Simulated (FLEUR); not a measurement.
# CdSe (Cadmoselite) (P6_3mc) in FLEUR: notebook, part 2 of 2

FLEUR MaX-R8.1 (later development tree). Earlier steps stand in the parts before.

**4. Band structure, PBE**

Changes to inp.xml since step 3:

```diff
@@ -6,6 +6,6 @@
    <calculationSetup>
-      <cutoffs Kmax="4.8" Gmax="14.9" GmaxXC="14.9" numbands="0"/>
+      <cutoffs Kmax="3.5" Gmax="17.5" GmaxXC="17.5" numbands="0"/>
       <scfLoop itmax="60" minDistance="0.00001" maxIterBroyd="15" imix="Anderson" alpha="0.05" precondParam="0.0" spinf="2.0" sdNocoIR="T"/>
       <coreElectrons ctail="T" frcor="F" kcrel="0" coretail_lmax="0"/>
-      <xcFunctional name="wign" relativisticCorrections="F"/>
+      <xcFunctional name="pbe" relativisticCorrections="F"/>
       <magnetism jspins="1"/>
@@ -24,3 +24,3 @@
       <xi:include xmlns:xi="http://www.w3.org/2001/XInclude" href="sym.xml"> </xi:include>
-      <bulkLattice scale="0.9864848297">
+      <bulkLattice scale="1.0">
          <bravaisMatrix>
@@ -34,4 +34,4 @@
       <species name="Cadmium (Cd)" element="Cd" atomicNumber="48">
-         <mtSphere radius="2.4" gridPoints="817" logIncrement="0.016"/>
-         <atomicCutoffs lmax="10" lnonsphr="8"/>
+         <mtSphere radius="2.47" gridPoints="817" logIncrement="0.016"/>
+         <atomicCutoffs lmax="9" lnonsphr="7"/>
          <electronConfig flipSpins="F">
@@ -48,4 +48,4 @@
       <species name="Selenium (Se)" element="Se" atomicNumber="34">
-         <mtSphere radius="2.04" gridPoints="695" logIncrement="0.018"/>
-         <atomicCutoffs lmax="8" lnonsphr="6"/>
+         <mtSphere radius="2.1" gridPoints="695" logIncrement="0.018"/>
+         <atomicCutoffs lmax="7" lnonsphr="5"/>
          <electronConfig flipSpins="F">
```

Contents of crystal.txt:

```
CdSe
&input cartesian=F /
4.3000000000  0.0000000000  0.0000000000
-2.1500000000  3.7239092363  0.0000000000
0.0000000000  0.0000000000  7.0200000000
1.8897261246
1.0 1.0 1.0

4
48 0.6666666667  0.3333333333  0.5000000000
48 0.3333333333  0.6666666667  0.0000000000
34 0.6666666667  0.3333333333  0.8850000000
34 0.3333333333  0.6666666667  0.3850000000

&kpt div1=7 div2=7 div3=4 gamma=T /
```

Contents of inp.xml (bands):

```
<?xml version="1.0" encoding="UTF-8" standalone="no"?>
<fleurInput fleurInputVersion="0.39">
   <comment>
      CdSe                                                                                                
   </comment>
   <calculationSetup>
      <cutoffs Kmax="3.5" Gmax="17.5" GmaxXC="17.5" numbands="0"/>
      <scfLoop itmax="60" minDistance="0.00001" maxIterBroyd="15" imix="Anderson" alpha="0.05" precondParam="0.0" spinf="2.0" sdNocoIR="T"/>
      <coreElectrons ctail="T" frcor="F" kcrel="0" coretail_lmax="0"/>
      <xcFunctional name="pbe" relativisticCorrections="F"/>
      <magnetism jspins="1"/>
      <soc l_soc="F" theta="0.0" phi="0.0" spav="F"/>
      <expertModes spex="0" secvar="F"/>
      <geometryOptimization l_f="F" forcealpha="1.0" forcemix="BFGS" epsdisp="0.00001" epsforce="0.00001"/>
      <ldaU l_linMix="F" mixParam="0.05" spinf="1.0"/>
   </calculationSetup>
   <cell>
      <bzIntegration valenceElectrons="72.0" mode="hist" fermiSmearingEnergy="0.00183747">
         <kPointListSelection listName="path-1"/>
         <!-- k-points included here -->
         <xi:include xmlns:xi="http://www.w3.org/2001/XInclude" href="kpts.xml"> </xi:include>
      </bzIntegration>
      <!-- symmetry operations included here -->
      <xi:include xmlns:xi="http://www.w3.org/2001/XInclude" href="sym.xml"> </xi:include>
[... 33 lines left out ...]
         <lo type="SCLO" l="2" n="3" eDeriv="0"/>
         <lo type="SCLO" l="0" n="4" eDeriv="2"/>
         <lo type="SCLO" l="1" n="4" eDeriv="2"/>
         <lo type="SCLO" l="3" n="4" eDeriv="2"/>
      </species>
   </atomSpecies>
   <atomGroups>
      <atomGroup species="Cadmium (Cd)">
         <relPos label="                   1">-1.000/3.000 1.000/3.000 1.000/2.000</relPos>
         <relPos label="                   2">1.000/3.000 -1.000/3.000 .0000000000</relPos>
         <force calculate="T" relaxXYZ="TTT"/>
      </atomGroup>
      <atomGroup species="Selenium (Se)">
         <relPos label="                   3">-1.000/3.000 1.000/3.000 -.1150000000</relPos>
         <relPos label="                   4">1.000/3.000 -1.000/3.000 .3850000000</relPos>
         <force calculate="T" relaxXYZ="TTT"/>
      </atomGroup>
   </atomGroups>
   <output dos="F" band="T" slice="F">
      <checks vchk="F" cdinf="F"/>
      <bandDOS minEnergy="-.5*Htr" maxEnergy="0.5*Htr" sigma="0.015" storeEVData="T"/>
      <vacuumDOS vacdos="F" integ="F" star="F" nstars="0" locx1="0.0" locy1="0.0" locx2="0.0" locy2="0.0" nstm="0" tworkf="0.0"/>
      <unfoldingBand unfoldBand="F" supercellX="1" supercellY="1" supercellZ="1"/>
      <plotting iplot="0" polar="F">
         <plot TwoD="T" vec1="  1.0  0.0  0.0" vec2="  0.0  1.0  0.0" vec3="  0.0  0.0  1.0" zero="  0.0  0.0  0.0" file="plot"/>
      </plotting>
      <chargeDensitySlicing numkpt="0" minEigenval="0.0" maxEigenval="0.0" nnne="0" pallst="F"/>
      <specialOutput eonly="F"/>
      <moessbauerParams electricFieldGradient="T" isomerShift="T" coreHyperfine="T" valenceHyperfine="T"/>
      <magneticCircularDichroism mcd="F" energyLo="-10.0" energyUp="0.0"/>
   </output>
  <!-- We include the file relax.xml here to enable relaxations (see documentation) -->
  <xi:include xmlns:xi="http://www.w3.org/2001/XInclude" href="relax.xml"> <xi:fallback/> </xi:include>
</fleurInput>
```

Potentials or basis: all-electron, FLAPW.

The run is started by

```console
inpgen -f crystal.txt -profile veryFastHighL
# inp.xml edited to the form shown
fleur_MPI
fleur_MPI   # second run, on inp.xml (bands)
```

The log of the run:

```text
Welcome to FLEUR        (www.flapw.de)
      MaX-Release 8.1          (www.max-centre.eu)

 ========== k-point set info ==========
 Selected k-point list: default-1
 k-point list type: mesh
 7 x 7 x 4
 Number of k points: 24

 ------------Calculation Setup---------------------------
 Number of MPI-tasks      :            1
 Number of PE/node        :            1
 Number of OMP-threads    :            1
 Most efficient MPI parallelization for:
           1           2           3           4           6           8          12          24
 Additional eigenvalue parallelization possible
 Number of basis functions:          704
 Approximate size of matrices (H+S) per k-point:         0.015 GB
 --------------------------------------------------------
 Iteration:     1   Distance:       6.35780592 me/bohr^3
 Iteration:     2   Distance:       5.73655696 me/bohr^3
 Iteration:     3   Distance:       3.27419472 me/bohr^3
 Iteration:     4   Distance:       1.22775387 me/bohr^3
 Iteration:     5   Distance:       0.91514019 me/bohr^3
 Iteration:     6   Distance:       0.20911380 me/bohr^3
 Iteration:     7   Distance:       0.12488802 me/bohr^3
 Iteration:     8   Distance:       0.05962375 me/bohr^3
 Iteration:     9   Distance:       0.00579055 me/bohr^3
 Iteration:    10   Distance:       0.00545971 me/bohr^3
 Iteration:    11   Distance:       0.00102589 me/bohr^3
 Iteration:    12   Distance:       0.00062997 me/bohr^3
 Iteration:    13   Distance:       0.00022639 me/bohr^3
 Iteration:    14   Distance:       0.00006534 me/bohr^3
 Iteration:    15   Distance:       0.00004466 me/bohr^3
 Iteration:    16   Distance:       0.00004038 me/bohr^3
 Iteration:    17   Distance:       0.00002207 me/bohr^3
 Iteration:    18   Distance:       0.00000526 me/bohr^3

 ********************************************************************
 Run finished successfully
 Stop message:
   all done
 ********************************************************************
```

Wall time 2.6 min (1 thread of Arm Neoverse V2, shared host); peak memory 0.13 GiB.

Results:

```yaml
Free_energy: -436813.2626 eV
Band_gap_on_the_k_mesh: 0.70 eV, direct
Band_gap_along_the_path: 0.70 eV, direct
Valence_electrons_inside_the_program's_atomic_spheres: Cd 18.37; Se 13.59 (radii Cd 2.47, Se 2.1 bohr)
```

Levels at the corners of the path, in eV from the valence-band top:
```tsv
point	band 33	band 34	band 35	band 36	band 37	band 38	band 39	band 40
Γ	-0.72	-0.01	0.00	0.00	0.70	2.12	5.89	5.89
M	-2.56	-1.86	-1.24	-0.83	3.23	3.31	4.81	6.15
K	-3.07	-1.79	-1.79	-1.78	4.39	4.80	4.80	7.05
Γ	-0.72	-0.01	0.00	0.00	0.70	2.12	5.89	5.89
A	-0.37	-0.37	-0.37	-0.37	2.34	2.34	5.82	5.82
L	-1.38	-1.38	-1.29	-1.29	2.99	2.99	4.79	4.79
H	-2.49	-2.49	-1.06	-1.06	3.80	3.80	5.92	5.92
A	-0.37	-0.37	-0.37	-0.37	2.34	2.34	5.82	5.82
L	-1.38	-1.38	-1.29	-1.29	2.99	2.99	4.79	4.79
M	-2.56	-1.86	-1.24	-0.83	3.23	3.31	4.81	6.15
K	-3.07	-1.79	-1.79	-1.78	4.39	4.80	4.80	7.05
H	-2.49	-2.49	-1.06	-1.06	3.80	3.80	5.92	5.92
```

Core levels (eV from the Fermi level):
| atom | levels |
| --- | --- |
| 1 Cd | 1s1/2 -26506.0, 2s1/2 -3930.7, 2p1/2 -3658.9, 2p3/2 -3466.4, 3s1/2 -729.4, 3p1/2 -620.5, 3p3/2 -586.2, 3d3/2 -393.5, 3d5/2 -386.5 |
| 2 Cd | 1s1/2 -26506.0, 2s1/2 -3930.7, 2p1/2 -3658.9, 2p3/2 -3466.4, 3s1/2 -729.4, 3p1/2 -620.5, 3p3/2 -586.2, 3d3/2 -393.5, 3d5/2 -386.5 |
| 3 Se | 1s1/2 -12494.4, 2s1/2 -1599.9, 2p1/2 -1434.5, 2p3/2 -1392.8, 3s1/2 -207.1, 3p1/2 -150.6, 3p3/2 -144.7 |
| 4 Se | 1s1/2 -12494.4, 2s1/2 -1599.9, 2p1/2 -1434.5, 2p3/2 -1392.8, 3s1/2 -207.1, 3p1/2 -150.6, 3p3/2 -144.7 |

**5. Equation of state, PBE, 26.42 Å³/atom (volume scaled by 0.94)**

Changes to inp.xml since step 4:

```diff
@@ -24,3 +24,3 @@
       <xi:include xmlns:xi="http://www.w3.org/2001/XInclude" href="sym.xml"> </xi:include>
-      <bulkLattice scale="1.0">
+      <bulkLattice scale="0.9795861087">
          <bravaisMatrix>
@@ -34,3 +34,3 @@
       <species name="Cadmium (Cd)" element="Cd" atomicNumber="48">
-         <mtSphere radius="2.47" gridPoints="817" logIncrement="0.016"/>
+         <mtSphere radius="2.4" gridPoints="817" logIncrement="0.016"/>
          <atomicCutoffs lmax="9" lnonsphr="7"/>
@@ -48,3 +48,3 @@
       <species name="Selenium (Se)" element="Se" atomicNumber="34">
-         <mtSphere radius="2.1" gridPoints="695" logIncrement="0.018"/>
+         <mtSphere radius="2.04" gridPoints="695" logIncrement="0.018"/>
          <atomicCutoffs lmax="7" lnonsphr="5"/>
```

The run is started by

```console
inpgen -f crystal.txt -profile veryFastHighL
# inp.xml edited to the form shown
fleur_MPI
```

Run time: 2.1 min. Hardware: 1 thread of Arm Neoverse V2, shared host; peak memory 0.13 GiB.

Results (log left out):

```
Free energy                                           : -436812.7098 eV
Band gap on the k mesh                                : 0.83 eV, direct
Valence electrons inside the program's atomic spheres : Cd 18.26; Se 13.41 (radii Cd 2.4, Se 2.04 bohr)
```

Caveat: the plane-wave cutoff is short for the semicore states, which can make moduli rough.

**6. Equation of state, PBE, 26.98 Å³/atom (volume scaled by 0.96)**

Changes to inp.xml since step 5:

```diff
@@ -24,3 +24,3 @@
       <xi:include xmlns:xi="http://www.w3.org/2001/XInclude" href="sym.xml"> </xi:include>
-      <bulkLattice scale="0.9795861087">
+      <bulkLattice scale="0.9864848297">
          <bravaisMatrix>
```

Potentials or basis: all-electron, FLAPW.

The run is started by

```console
inpgen -f crystal.txt -profile veryFastHighL
# inp.xml edited to the form shown
fleur_MPI
```

It took 2.2 min on 1 thread of Arm Neoverse V2, shared host; peak memory 0.13 GiB.

It converged, with:

| Item | Value |
| --- | --- |
| Free energy | -436812.8000 eV |
| Band gap on the k mesh | 0.79 eV, direct |
| Valence electrons inside the program's atomic spheres | Cd 18.24; Se 13.40 (radii Cd 2.4, Se 2.04 bohr) |

Caveat: the plane-wave cutoff is short for the semicore states, which can make moduli rough.

**7. Equation of state, PBE, 28.10 Å³/atom**

Changes to inp.xml since step 6:

```diff
@@ -24,3 +24,3 @@
       <xi:include xmlns:xi="http://www.w3.org/2001/XInclude" href="sym.xml"> </xi:include>
-      <bulkLattice scale="0.9864848297">
+      <bulkLattice scale="1.0000000000">
          <bravaisMatrix>
```

The run is started by

```console
inpgen -f crystal.txt -profile veryFastHighL
# inp.xml edited to the form shown
fleur_MPI
```

Wall time 2.4 min (1 thread of Arm Neoverse V2, shared host); peak memory 0.13 GiB.

Results (log left out):

```
Free energy                                           : -436812.9133 eV
Band gap on the k mesh                                : 0.70 eV, direct
Valence electrons inside the program's atomic spheres : Cd 18.21; Se 13.38 (radii Cd 2.4, Se 2.04 bohr)
```

Caveat: the plane-wave cutoff is short for the semicore states, which can make moduli rough.

**8. Equation of state, PBE, 29.23 Å³/atom (volume scaled by 1.04)**

Changes to inp.xml since step 7:

```diff
@@ -24,3 +24,3 @@
       <xi:include xmlns:xi="http://www.w3.org/2001/XInclude" href="sym.xml"> </xi:include>
-      <bulkLattice scale="1.0000000000">
+      <bulkLattice scale="1.0131594038">
          <bravaisMatrix>
```

The run is started by

```console
inpgen -f crystal.txt -profile veryFastHighL
# inp.xml edited to the form shown
fleur_MPI
```

Wall time 2.5 min (1 thread of Arm Neoverse V2, shared host); peak memory 0.14 GiB.

Results (log left out):

| Item | Value |
| --- | --- |
| Free energy | -436812.9584 eV |
| Band gap on the k mesh | 0.62 eV, direct |
| Valence electrons inside the program's atomic spheres | Cd 18.19; Se 13.36 (radii Cd 2.4, Se 2.04 bohr) |

Caveat: the plane-wave cutoff is short for the semicore states, which can make moduli rough.

**9. Equation of state, PBE, 29.79 Å³/atom (volume scaled by 1.06)**

Changes to inp.xml since step 8:

```diff
@@ -24,3 +24,3 @@
       <xi:include xmlns:xi="http://www.w3.org/2001/XInclude" href="sym.xml"> </xi:include>
-      <bulkLattice scale="1.0131594038">
+      <bulkLattice scale="1.0196128224">
          <bravaisMatrix>
```

Potentials or basis: all-electron, FLAPW.

The run is started by

```console
inpgen -f crystal.txt -profile veryFastHighL
# inp.xml edited to the form shown
fleur_MPI
```

Run time: 2.5 min. Hardware: 1 thread of Arm Neoverse V2, shared host; peak memory 0.14 GiB.

The run converged. Its results:

* Free energy: -436812.9675 eV
* Band gap on the k mesh: 0.57 eV, direct
* Valence electrons inside the program's atomic spheres: Cd 18.17; Se 13.36 (radii Cd 2.4, Se 2.04 bohr)

Caveat: the plane-wave cutoff is short for the semicore states, which can make moduli rough.

**10. Equation of state, PBE**

This step only gathers the single runs of the series.

What came out:

* Equilibrium volume: 30.17 Å³/atom (rough: see the caveat)
* Bulk modulus at fixed shape and positions: 19.8 GPa (rough)

Energy against volume, from the lowest point:
| volume (Å³/atom) | energy (meV/atom) |
| --- | --- |
| 26.416 | 64.43 |
| 26.978 | 41.88 |
| 28.102 | 13.55 |
| 29.227 | 2.29 |
| 29.789 | 0.00 |

Caveat: the fit is doubtful: noisy points or a state that changes with volume; the minimum lies outside the volumes run; the plane-wave cutoff is short for the semicore states, which can make moduli rough; the cell was scaled at fixed shape and fractional positions, which overstates the stiffness of a crystal with free parameters, most of all of layers and chains.

**11. How close it comes**

Step 4. A measured gap of CdSe is 1.841 eV (2 K; a printed reference work, data compilation); the calculated 0.70 eV misses it by -1.14 eV. So large a miss can be the level of theory's own, or it may mean another phase, state or a wrong row. Spin-orbit coupling on Cd, Se is left out. The value is that of PBE, without temperature or zero-point motion. Semilocal functionals fall short of measured gaps as a rule.
